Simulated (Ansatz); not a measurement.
# Co: levels along high-symmetry lines

```yaml
crystal:
  lattice:
    - [0.00000, 2.53929, 2.53929]
    - [2.53929, 0.00000, 2.53929]
    - [2.53929, 2.53929, 0.00000]
  atoms:
    - { symbol: Co, position: [0.00000, 0.00000, 0.00000] }
    - { symbol: Co, position: [0.25000, 0.25000, 0.25000] }
```

Atoms are numbered in the order listed.

The structure comes from a relaxation in the same program, started in the diamond type, and has space group Fd-3m. Whether it is a known phase or the ground state wasn't checked.

The magnetic state is the one reached from the start moments; no search over orders was made, so it needn't be the ground state.

These are results of DFT, PBE, all-electron LAPW, scalar-relativistic (Ansatz 0.2.0), not measurements.

Settings: a Γ-centred 12×12×12 k mesh, Fermi–Dirac smearing of 0.05 eV, basis error target 0.5 meV/atom, spin-polarised from start moments Co1 2, Co2 2 μB, ending with a cell moment of 3.46 μB.

Points in fractions of the reciprocal vectors of this cell: Γ (0, 0, 0), X (0.5, 0, 0.5), U (0.625, 0.25, 0.625), K (0.375, 0.375, 0.75), L (0.5, 0.5, 0.5), W (0.5, 0.25, 0.75). The path joins them by straight lines in the order Γ–X–U–K–Γ–L–W–X; legs that retrace an earlier one aren't tabulated. Energies are in eV from the Fermi level.

Question: Is there a gap?

Answer: none: bands cross the Fermi level, a metal.

Question: List the levels between -14 and 2.5 eV at the symmetry points.

Answer: 
Γ spin-up: -6.51, -3.39 (×2), -3.16 (×3), -1.60 (×3), -0.66 (×2)
Γ spin-down: -6.41, -1.72 (×3), -1.68 (×2), 0.02 (×3), 1.47 (×2)
X spin-up: -3.76 (×2), -3.13 (×2), -2.35 (×2), -1.98 (×2), -0.54 (×2), 1.18 (×2)
X spin-down: -2.43 (×2), -1.59 (×2), -1.42 (×2), -0.06 (×2), 1.30 (×2), 2.46 (×2)
U spin-up: -3.87, -3.57, -3.27, -2.89, -2.57, -2.20, -2.11, -2.00, -0.49, -0.38, 1.20, 1.58, 2.02
U spin-down: -2.55, -2.19, -1.79, -1.72, -1.40, -0.73, -0.44, -0.14, 1.40, 1.52, 1.91, 2.47
K spin-up: -3.87, -3.57, -3.27, -2.89, -2.57, -2.20, -2.11, -2.00, -0.49, -0.38, 1.20, 1.58, 2.02
K spin-down: -2.55, -2.19, -1.79, -1.72, -1.40, -0.73, -0.44, -0.14, 1.40, 1.52, 1.91, 2.47
L spin-up: -3.72, -3.23 (×2), -3.19, -3.19 (×2), -1.41, -1.35 (×2), -0.70 (×2), 0.69
L spin-down: -3.19, -1.92, -1.66 (×2), -1.61 (×2), -1.15, 0.58 (×2), 1.16 (×2), 2.16
W spin-up: -3.81 (×2), -2.89 (×2), -2.42 (×2), -2.12 (×2), -0.38 (×2), 1.77 (×2)
W spin-down: -2.45 (×2), -1.61 (×2), -0.91 (×2), -0.49 (×2), 1.52 (×2)
